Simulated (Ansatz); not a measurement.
# HfC: a C atom hops into a vacancy

One C atom is taken out of a 2×2×2 supercell of HfC. How high is the barrier for its neighbour C3, 3.26 Å away, to move into the hole? The program relaxes both ends, then the band.

All numbers below are computed with Ansatz 0.2.0 (DFT PBEsol, plane waves, PAW, scalar-relativistic, no spin polarisation).

## Step 1: The system as given

The cell holds 15 atoms (C7Hf8): a = 6.543 Å, b = 6.543 Å, c = 6.543 Å, α = 60.00°, β = 60.00°, γ = 60.00°.

The empty site lies at (4.62, 2.27, -2.32) Å, and C3 starts at (2.31, 2.30, -0.01) Å. All atoms were shaken by about 0.02 Å to break the symmetry.

Structure file:

```xyz
15
Lattice="0.0000 4.6263 4.6263 4.6263 0.0000 4.6263 4.6263 4.6263 0.0000" Properties=species:S:1:pos:R:3 pbc="T T T"
C     0.0259    0.0153   -0.0071
Hf    2.2883    2.2980    2.3207
C     2.3075    2.2987   -0.0124
Hf    4.6183    4.6246    2.2753
C     2.3091   -0.0086    2.3053
Hf    4.6189    2.3186    4.6239
C     4.6180    2.2982    2.3216
Hf    6.9142    4.6149    4.6575
Hf    2.3274    4.5798    4.6593
C     2.3363    4.6325    2.3145
Hf    4.6264    6.9230    4.6056
C     2.3354    2.3002    4.6468
Hf    4.6333    4.5840    6.9485
C     4.6237    4.6260    4.6431
Hf    6.9523    6.9606    6.9232
```

## Step 2: The band

crystal.atoms is the first end and neb.final_atoms the second, which differs in C3 alone.

File input.yaml:

```yaml
crystal:
  lattice:
    - [0.0, 4.62629, 4.62629]
    - [4.62629, 0.0, 4.62629]
    - [4.62629, 4.62629, 0.0]
  atoms:
    - { symbol: C, position: [-0.00190837, 0.00037716, 0.00521891] }
    - { symbol: Hf, position: [0.25186628, 0.24977078, 0.24485729] }
    - { symbol: C, position: [-0.00229577, -0.00038289, 0.49916614] }
    - { symbol: Hf, position: [0.24658672, 0.24524279, 0.75303899] }
    - { symbol: C, position: [-0.0013378, 0.49964083, -0.00051753] }
    - { symbol: Hf, position: [0.25112764, 0.74834891, 0.25004779] }
    - { symbol: C, position: [0.00019595, 0.50163654, 0.49657626] }
    - { symbol: Hf, position: [0.25486983, 0.75187369, 0.74267326] }
    - { symbol: Hf, position: [0.74699941, 0.26012775, 0.24294364] }
    - { symbol: C, position: [0.49831397, 0.00196975, 0.50303365] }
    - { symbol: Hf, position: [0.74597374, 0.2495538, 0.75046469] }
    - { symbol: C, position: [0.49841114, 0.50601984, -0.00120137] }
    - { symbol: Hf, position: [0.74565671, 0.75630935, 0.24520279] }
    - { symbol: C, position: [0.50205838, 0.50156565, 0.49787341] }
    - { symbol: Hf, position: [0.74914836, 0.74735103, 0.75542025] }
kpoints:
  mp_grid: { grid: [3, 3, 3] }
magnetization:
  spin_polarized: false
scf:
  occupations: { method: fermi_dirac, width: 0.1 }
hamiltonian:
  pseudopotentials: { kind: paw }
  xc: pbesol
basis:
  ecutwfc: 420
neb:
  images: 5
  relax_end_points: true
  climbing: true
  f_tol: 0.05
  max_iterations: 40
  order_check: false
  final_atoms:
    - { symbol: C, position: [-0.00190837, 0.00037716, 0.00521891] }
    - { symbol: Hf, position: [0.25186628, 0.24977078, 0.24485729] }
    - { symbol: C, position: [-0.50363837, 0.00319404, 0.99524063] }
    - { symbol: Hf, position: [0.24658672, 0.24524279, 0.75303899] }
    - { symbol: C, position: [-0.0013378, 0.49964083, -0.00051753] }
    - { symbol: Hf, position: [0.25112764, 0.74834891, 0.25004779] }
    - { symbol: C, position: [0.00019595, 0.50163654, 0.49657626] }
    - { symbol: Hf, position: [0.25486983, 0.75187369, 0.74267326] }
    - { symbol: Hf, position: [0.74699941, 0.26012775, 0.24294364] }
    - { symbol: C, position: [0.49831397, 0.00196975, 0.50303365] }
    - { symbol: Hf, position: [0.74597374, 0.2495538, 0.75046469] }
    - { symbol: C, position: [0.49841114, 0.50601984, -0.00120137] }
    - { symbol: Hf, position: [0.74565671, 0.75630935, 0.24520279] }
    - { symbol: C, position: [0.50205838, 0.50156565, 0.49787341] }
    - { symbol: Hf, position: [0.74914836, 0.74735103, 0.75542025] }
```

Command:

```bash
$ ansatz run input.yaml --threads 4 --pin off --max-ram 8192MiB --backend cpu --events-out ev --progress --plain --runs-dir out
```

**Question.** What will these runs give? Wanted: relaxation of the ends; barrier forwards; barrier backwards; second end relative to first; highest image.

As calculated:

| quantity | value |
| --- | --- |
| relaxation of the ends | 0.504 eV lower, moves up to 0.08 Å; 0.255 eV lower, moves up to 0.06 Å |
| barrier forwards | 5.08 eV |
| barrier backwards | 5.08 eV |
| second end relative to first | 0.000 eV |
| highest image | 3 of 0 to 6, climbing |
| band iterations | 5 |

What this shows: The top lies 5.08 eV above the first end, or 197 kT at room temperature, which at an assumed attempt frequency of 10^13 s⁻¹ means a rate near 10^-72 s⁻¹. The ends differ by 1 meV at most. The input switches the test of curvatures off, so the top was not shown to be a first-order saddle. The top still moved by 12 meV in the last iteration, which bounds the digits to trust. The cell of 15 atoms is small, so the barrier is not converged with size.
